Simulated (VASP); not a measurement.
Here is a VASP 6.6.1 calculation.

Contents of INCAR:

```
SYSTEM = Te2Mo
PREC = Accurate ; ENCUT = 520
EDIFF = 1E-6 ; ISMEAR = 0
SIGMA = 0.012 ; LREAL = .False.
LASPH = .True. ; NELM = 80
ALGO = Fast ; ISIF = 2
LWAVE = .False. ; LCHARG = .False.
GGA = PE ; NBANDS = 35
```

Contents of KPOINTS:

```
Automatic mesh
0
Gamma
  4 8 1
  0 0 0
```

Contents of POSCAR:

```
Te2Mo
1.0
    6.3616090156      0.0000000000      0.0000000000
    0.0000000000      3.4804030600      0.0000000000
   -0.0857412231      0.0000000000     36.1758904685
Te Mo
4 2
Direct
    0.4292511000      0.7500000000      0.5407035800
    0.5707489000      0.2500000000      0.4592964200
    0.9208478700      0.2500000000      0.5565273200
    0.0791521300      0.7500000000      0.4434726800
    0.1813475600      0.2500000000      0.4974653700
    0.8186524400      0.7500000000      0.5025346300
```

Potentials or basis: VASP PAW PBE potentials, release 64 (Te, Mo_sv).

The run is started by

```bash
$ cat potpaw_PBE.64/Te/POTCAR potpaw_PBE.64/Mo_sv/POTCAR > POTCAR
$ mpirun -np 1 vasp_std > vasp.out
```

**Question.** Estimate the largest force.

**Answer.** 0.260 eV/Å.

**Question.** Predict the band gap on the k mesh.

**Answer.** None (metal or under the smearing width).

Forces in eV/Å, atoms in the order of the input:
```
Te   0.046  0.000  0.077
Te  -0.046  0.000 -0.077
Te  -0.016  0.000  0.260
Te   0.016  0.000 -0.260
Mo   0.068  0.000  0.020
Mo  -0.068  0.000 -0.020
```

The run has no spin-orbit coupling, so splittings on Te are missing.
